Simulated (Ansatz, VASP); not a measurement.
**LiCl in VASP and in Ansatz**

INCAR

```
PREC = Accurate ; ENCUT = 520
EDIFF = 1E-6 ; ISMEAR = -1
SIGMA = 0.02 ; LREAL = F
LASPH = T ; NELM = 100
ALGO = Normal ; ISIF = 2
LWAVE = F ; LCHARG = F
GGA = PE ; NBANDS = 18
```

KPOINTS

```
Automatic mesh
0
Gamma
  12 12 4
```

POSCAR

```
LiCl
1.0
    3.7306284281      0.0000000000      0.0000000000
   -1.8653142141      3.2308189908      0.0000000000
    0.0000000000      0.0000000000      6.4556775807
Li Cl
2 2
Direct
    0.3333333333      0.6666666667      0.0051503627
    0.6666666667      0.3333333333      0.5051503627
    0.3333333333      0.6666666667      0.3698496373
    0.6666666667      0.3333333333      0.8698496373
```

Input for Ansatz:

```yaml
crystal:
  lattice:
    - [3.7306284281, 0.0, 0.0]
    - [-1.8653142141, 3.2308189908, 0.0]
    - [0.0, 0.0, 6.4556775807]
  atoms:
    - { symbol: Li, position: [0.3333333333, 0.6666666667, 0.0051503627] }
    - { symbol: Li, position: [0.6666666667, 0.3333333333, 0.5051503627] }
    - { symbol: Cl, position: [0.3333333333, 0.6666666667, 0.3698496373] }
    - { symbol: Cl, position: [0.6666666667, 0.3333333333, 0.8698496373] }
kpoints:
  mp_grid: { grid: [12, 12, 4] }
  band_path:
    path:
      - [0.0, 0.0, 0.0]
      - [0.5, 0.0, 0.0]
      - [0.3333333333, 0.3333333333, 0.0]
      - [0.0, 0.0, 0.5]
      - [0.5, 0.0, 0.5]
      - [0.3333333333, 0.3333333333, 0.5]
    npoints: 1
hamiltonian:
  xc: pbe
scf:
  occupations: { method: fermi_dirac, width: 0.02 }
  n_extra_bands: 5
output:
  forces: true
  stress: true
  eigenvalues: true
```

Change from the starting cell: epitaxial_xy strain -4.2%.

Alike in both runs: task single point; functional PBE; k mesh 12 × 12 × 4; occupations fermi-dirac, width 0.02 eV; no spin polarisation.

|  | VASP | Ansatz |
| --- | --- | --- |
| version | VASP 6.6.1 | Ansatz 0.2.0 |
| potentials or method | VASP PAW PBE potentials, release 64 (Li_sv, Cl) | plane waves, PAW |
| plane-wave cutoff (eV) | 520 | 420 |
| valence electrons in the cell | 20 | 20 |

```tsv
	VASP	Ansatz	Ansatz less VASP
gap on the k mesh at the Fermi level (eV)	6.11	6.11	-0.006
```

The functional is the same, so the differences come from potentials, cutoffs and numerics.

 A k mesh can miss the band edges.
